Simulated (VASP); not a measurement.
# Ca (Im-3m) in VASP: a series of runs

One crystal, Ca, is run at these levels: PBE; tasks: single point.

Program: VASP 6.6.1. These are calculated values, not measurements. Logs are shortened: lines on timing, memory, paths and dates and some standing lists are left out, and cuts for length are marked.

## 1. The crystal as given

It takes space group Im-3m (No. 229, cubic). Conventional cell: a = 4.429 Å, b = 4.429 Å, c = 4.429 Å, α = 90.00°, β = 90.00°, γ = 90.00°. Ca (site symmetry m-3m) is surrounded by 8 Ca at 3.84 Å.

The cell was built by a generator and needn't be a form met in nature.

## 2. Single point, PBE

The input, INCAR:

```
SYSTEM = Ca
PREC = Accurate
ENCUT = 520
EDIFF = 1E-7
ISMEAR = 0
SIGMA = 0.05
LREAL = .False.
LASPH = .True.
NELM = 60
ALGO = Normal
ISIF = 2
LWAVE = .False.
LCHARG = .True.
GGA = PE
LELF = .True.
LVHAR = .True.
NBANDS = 11
```

The input, KPOINTS:

```
Automatic mesh
0
Gamma
  6 6 6
  0 0 0
```

The input, POSCAR:

```
Ca
1.0
   -2.2144248414      2.2144248414      2.2144248414
    2.2144248414     -2.2144248414      2.2144248414
    2.2144248414      2.2144248414     -2.2144248414
Ca
1
Direct
    0.0000000000      0.0000000000      0.0000000000
```

Potentials or basis: VASP PAW PBE potentials, release 64 (Ca_sv).

Started as:

```console
$ cat potpaw_PBE.64/Ca_sv/POTCAR > POTCAR
$ mpirun -np 1 vasp_std > vasp.out
```

OUTCAR:

```text
SYSTEM = Ca
   PREC = Accurate
   ENCUT = 520
   EDIFF = 1E-7
   ISMEAR = 0
   LREAL = .False.
   LASPH = .True.
   NELM = 60
   ISIF = 2
   GGA = PE

 ion  position               nearest neighbor table
   1  0.000  0.000  0.000-

  LATTYP: Found a body centered cubic cell.
 ALAT       =     4.4288496828

  Lattice vectors:

 A1 = (  -2.2144248414,   2.2144248414,   2.2144248414)
 A2 = (   2.2144248414,  -2.2144248414,   2.2144248414)
 A3 = (   2.2144248414,   2.2144248414,  -2.2144248414)

Analysis of symmetry for initial positions (statically):
=====================================================================
 Subroutine PRICEL returns:
 Original cell was already a primitive cell.

 Routine SETGRP: Setting up the symmetry group for a
 body centered cubic supercell.

 Subroutine GETGRP returns: Found 48 space group operations
 (whereof 48 operations were pure point group operations)
 out of a pool of 48 trial point group operations.

The static configuration has the point symmetry O_h .

Analysis of symmetry for dynamics (positions and initial velocities):
=====================================================================
 Subroutine PRICEL returns:
 Original cell was already a primitive cell.

 Routine SETGRP: Setting up the symmetry group for a
 body centered cubic supercell.

 Subroutine GETGRP returns: Found 48 space group operations
 (whereof 48 operations were pure point group operations)
 out of a pool of 48 trial point group operations.

The dynamic configuration has the point symmetry O_h .

 Subroutine INISYM returns: Found 48 space group operations
 (whereof 48 operations are pure point group operations),
 and found     1 'primitive' translations

----------------------------------------------------------------------------------------

                                     Primitive cell

  volume of cell :      43.4353

  direct lattice vectors                    reciprocal lattice vectors
    -2.214424841  2.214424841  2.214424841     0.000000000  0.225792265  0.225792265
     2.214424841 -2.214424841  2.214424841     0.225792265  0.000000000  0.225792265
     2.214424841  2.214424841 -2.214424841     0.225792265  0.225792265  0.000000000

  length of vectors
     3.835496335  3.835496335  3.835496335     0.319318483  0.319318483  0.319318483

  position of ions in fractional coordinates (direct lattice)
     0.000000000  0.000000000  0.000000000

  ion indices of the primitive-cell ions
   primitive index   ion index
                 1           1

----------------------------------------------------------------------------------------

 KPOINTS: Automatic mesh

Automatic generation of k-mesh.
 Grid dimensions read from file:
 generate k-points for:    6    6    6

 Generating k-lattice:

  Cartesian coordinates                     Fractional coordinates (reciprocal lattice)
     0.000000000  0.037632044  0.037632044     0.166666667  0.000000000  0.000000000
     0.037632044  0.000000000  0.037632044     0.000000000  0.166666667  0.000000000
     0.037632044  0.037632044  0.000000000     0.000000000  0.000000000  0.166666667

  Length of vectors
     0.053219747  0.053219747  0.053219747

  Shift w.r.t. Gamma in fractional coordinates (k-lattice)
     0.000000000  0.000000000  0.000000000

 Subroutine IBZKPT returns following result:
 ===========================================

 Found     16 irreducible k-points:

 Following reciprocal coordinates:
            Coordinates               Weight
  0.000000  0.000000  0.000000      1.000000
  0.166667  0.000000  0.000000     12.000000
  0.333333  0.000000  0.000000     12.000000
  0.500000  0.000000  0.000000      6.000000
  0.166667  0.166667  0.000000     24.000000
  0.333333  0.166667  0.000000     48.000000
[... 8 lines left out ...]
  0.500000  0.500000  0.333333     12.000000
  0.500000  0.500000  0.500000      1.000000
   k-points           NKPTS =     16   k-points in BZ     NKDIM =     16   number of bands    NBANDS=     11
   number of dos      NEDOS =    301   number of ions     NIONS =      1
   total plane-waves  NPLWV =  27000
   dimension x,y,z NGX =    30 NGY =   30 NGZ =   30
   dimension x,y,z NGXF=    60 NGYF=   60 NGZF=   60
   ions per type =               1
   NGX,Y,Z   is equivalent  to a cutoff of  13.00, 13.00, 13.00 a.u.
   NGXF,Y,Z  is equivalent  to a cutoff of  26.01, 26.01, 26.01 a.u.
 SYSTEM =  Ca
   PREC   = accura    normal or accurate (medium, high low for compatibility)
   ISTART =      0    job   : 0-new  1-cont  2-samecut
   ICHARG =      2    charge: 1-file 2-atom 10-const
   ISPIN  =      1    spin polarized calculation?
   LNONCOLLINEAR =      F non collinear calculations
   LSORBIT =      F    spin-orbit coupling
   LASPH  =      T    aspherical Exc in radial PAW
   ENCUT  =  520.0 eV  38.22 Ry    6.18 a.u.   7.13  7.13  7.13*2*pi/ulx,y,z
   NELM   =     60;   NELMIN=  2; NELMDL= -5     # of ELM steps
   EDIFF  = 0.1E-06   stopping-criterion for ELM
   LREAL  =      F    real-space projection
   EDIFFG = 0.1E-05   stopping-criterion for IOM
   NSW    =      0    number of steps for IOM
   IBRION =     -1    ionic relax: 0-MD 1-quasi-New 2-CG
   NFREE  =      0    steps in history (QN), initial steepest desc. (CG)
   ISIF   =      2    stress and relaxation
   ISYM   =      2    0-nonsym 1-usesym 2-fastsym
   POTIM  = 0.5000    time-step for ionic-motion
   TEBEG  =    0.0;   TEEND  =   0.0 temperature during run
   PSTRESS=    0.0 pullay stress
   NELECT =      10.0000    total number of electrons
   NUPDOWN=      -1.0000    fix difference up-down
   EMIN   =  10.00;   EMAX   =-10.00  energy-range for DOS
   EFERMI =   0.00;   METHOD = LEGACY
   ISMEAR =     0;   SIGMA  =   0.05  broadening in eV -4-tet -1-fermi 0-gaus
   EFERMI_NEDOS =   21; number of points for ismear=-14 and -15
   IALGO  =     38    algorithm
   IMIX   =      4    mixing-type and parameters
     AMIX     =   0.40;   BMIX     =  1.00
     AMIX_MAG =   1.60;   BMIX_MAG =  1.00
  volume/ion in A,a.u.               =      43.44       293.12
  Fermi-wavevector in a.u.,A,eV,Ry     =   1.003369  1.896092 13.697649  1.006749
  Thomas-Fermi vector in A             =   2.135916
   LORBIT       =      0    0 simple, 1 ext, 2 COOP (PROOUT), +10 PAW based schemes
   GGA     = PE    functional components
   LHFCALC =     F    Hartree Fock is set to
   AEXX    =    0.0000 exact exchange contribution
   IVDW    =     0    specifies the selected vdW correction
   LEPSILON=     F    determine dielectric tensor
   LRPA    =     F    only Hartree local field effects (RPA)
 non-spin polarized calculation
 Gauss-broadening in eV      SIGMA  =   0.05
  energy-cutoff  :      520.00
  volume of cell :       43.44
 maximum number of plane-waves:      1182
 NGX is ok and might be reduce to    30
   NGX = 15   NGY = 15   NGZ = 15

 number of electron      10.0000002 magnetization

 Free energy of the ion-electron system (eV)
  ---------------------------------------------------
  ext. energy  EPLUGINS =         0.00000000
  ---------------------------------------------------
  free energy    TOTEN  =        -1.90729021 eV

  energy without entropy =       -1.90472498  energy(sigma->0) =       -1.90600760

 E-fermi :   1.8987     XC(G=0):  -7.6500

 val. band max:        1.8503526555   @ k =   0.5000   0.5000   0.1667
 cond. band min:       1.9114326730   @ k =   0.5000   0.5000   0.3333
 fundamental gap:      0.0610800175
 Fermi energy:         1.8986640767

 k-point     1 :       0.0000    0.0000    0.0000
  band No.  band energies     occupation
      1     -40.2590      2.00000
      2     -21.1761      2.00000
      3     -21.1761      2.00000
      4     -21.1761      2.00000
      5      -2.1245      2.00000
      6       4.1338      0.00000
      7       4.1338      0.00000
      8       4.1338      0.00000
      9       5.1576      0.00000
     10       5.1576      0.00000
     11      11.9505      0.00000

 k-point     2 :       0.1667    0.0000    0.0000
  band No.  band energies     occupation
      1     -40.2558      2.00000
      2     -21.2080      2.00000
      3     -21.1868      2.00000
      4     -21.1760      2.00000
      5      -1.6420      2.00000
      6       3.8622      0.00000
      7       3.8661      0.00000
      8       4.4923      0.00000
      9       4.9592      0.00000
     10       5.1752      0.00000
     11      10.8929      0.00000

 k-point     3 :       0.3333    0.0000    0.0000
  band No.  band energies     occupation
      1     -40.2493      2.00000
      2     -21.2708      2.00000
      3     -21.2081      2.00000
      4     -21.1759      2.00000
      5      -0.3362      2.00000
      6       2.8695      0.00000
      7       3.4084      0.00000
      8       5.0509      0.00000
      9       5.2972      0.00000
     10       5.4271      0.00000
     11       8.2303      0.00000

 k-point     4 :       0.5000    0.0000    0.0000
  band No.  band energies     occupation
      1     -40.2461      2.00000
      2     -21.3018      2.00000
      3     -21.2188      2.00000
      4     -21.1758      2.00000
      5       1.0014      2.00000
      6       1.8419      1.89170
      7       3.2080      0.00000
      8       5.0552      0.00000
      9       5.4178      0.00000
     10       6.1447      0.00000
     11       7.0728      0.00000
[... 127 lines left out ...]
 k-point    14 :      -0.3333    0.3333    0.3333
  band No.  band energies     occupation
      1     -40.2413      2.00000
      2     -21.2590      2.00000
      3     -21.2435      2.00000
      4     -21.2435      2.00000
      5       1.0576      2.00000
      6       2.5923      0.00000
      7       4.2933      0.00000
      8       4.2933      0.00000
      9       4.9582      0.00000
     10       5.4247      0.00000
     11       8.4175      0.00000

 k-point    15 :       0.5000    0.5000    0.3333
  band No.  band energies     occupation
      1     -40.2386      2.00000
      2     -21.2760      2.00000
      3     -21.2553      2.00000
      4     -21.2447      2.00000
      5       1.9114      0.71799
      6       2.0432      0.00004
      7       4.2151      0.00000
      8       4.4655      0.00000
      9       5.7037      0.00000
     10       5.9809      0.00000
     11       6.7079      0.00000

 k-point    16 :       0.5000    0.5000    0.5000
  band No.  band energies     occupation
      1     -40.2361      2.00000
      2     -21.2673      2.00000
      3     -21.2673      2.00000
      4     -21.2673      2.00000
      5       1.9671      0.05281
      6       1.9671      0.05281
      7       5.6997      0.00000
      8       5.6997      0.00000
      9       5.6997      0.00000
     10       5.9280      0.00000
     11       5.9280      0.00000

------------------------ aborting loop because EDIFF is reached ----------------------------------------

  FORCE on cell =-STRESS in cart. coord.  units (eV):
  Direction    XX          YY          ZZ          XY          YZ          ZX
  --------------------------------------------------------------------------------------
  -------------------------------------------------------------------------------------
  Total       -0.0904060     -0.0904060     -0.0904060     -0.0000000      0.0000000     -0.0000000
  in kB       -3.3347640     -3.3347640     -3.3347640     -0.0000000      0.0000000     -0.0000000
  external PRESSURE =      -3.3347640 kB  Pullay stress =       0.0000000 kB

 VOLUME and BASIS-vectors are now :
 -----------------------------------------------------------------------------
  energy-cutoff  :      520.00
  volume of cell :       43.44
      direct lattice vectors                 reciprocal lattice vectors
    -2.214424841  2.214424841  2.214424841     0.000000000  0.225792265  0.225792265
     2.214424841 -2.214424841  2.214424841     0.225792265  0.000000000  0.225792265
     2.214424841  2.214424841 -2.214424841     0.225792265  0.225792265  0.000000000

 POSITION                                       TOTAL-FORCE (eV/Angst)
 -----------------------------------------------------------------------------------
      0.00000      0.00000      0.00000         0.000000     -0.000000      0.000000
 -----------------------------------------------------------------------------------
    total drift:                               -0.000000     -0.000000      0.000000

  FREE ENERGIE OF THE ION-ELECTRON SYSTEM (eV)
  ---------------------------------------------------
  free  energy   TOTEN  =        -1.9072902124 eV

  energy  without entropy=       -1.9047249824  energy(sigma->0) =       -1.90600760
```

Wall time 14 s (1 thread of Intel Xeon Platinum 8488C (Sapphire Rapids), shared host); peak memory 0.15 GiB.

Results:

```yaml
Free_energy: -1.9073 eV
Pressure: -0.3 GPa
Band_gap_on_the_k_mesh: none (metal or under the smearing width)
```

## 3. Single point, PBE

This run uses another cell than the first one, of 43.26 Å³/atom, 0.996 times its volume.

The input, INCAR:

```
PREC = Accurate
ENCUT = 520
EDIFF = 1E-6
ISMEAR = 0
SIGMA = 0.05
LREAL = F
LASPH = T
NELM = 60
ALGO = Normal
ISIF = 2
LWAVE = F
LCHARG = F
GGA = PE
NBANDS = 11
```

The input, KPOINTS:

```
Automatic mesh
0
Gamma
  6 6 6
```

The input, POSCAR:

```
Ca
1.0
   -2.2114683294      2.2114683294      2.2114683294
    2.2114683294     -2.2114683294      2.2114683294
    2.2114683294      2.2114683294     -2.2114683294
Ca
1
Direct
    0.0000000000      0.0000000000      0.0000000000
```

Potentials or basis: VASP PAW PBE potentials, release 64 (Ca_sv).

Started as:

```console
$ cat potpaw_PBE.64/Ca_sv/POTCAR > POTCAR
$ mpirun -np 1 vasp_std > vasp.out
```

It took 6.7 s on 1 thread of Intel Xeon Platinum 8488C (Sapphire Rapids), shared host; peak memory 0.14 GiB.

Results (log left out):

```yaml
Free_energy: -1.9076 eV
Pressure: -0.3 GPa
Band_gap_on_the_k_mesh: none (metal or under the smearing width)
```

Levels at points of the mesh, in eV from the Fermi level:
```csv
k point,band 3,band 4,band 5,band 6,band 7,band 8
"(0.00, 0.00, 0.00)",-23.06,-23.06,-4.03,2.24,2.24,2.24
"(0.50, 0.00, 0.00)",-23.11,-23.06,-0.90,-0.05,1.31,3.17
"(0.50, 0.50, 0.50)",-23.16,-23.16,0.07,0.07,3.82,3.82
```
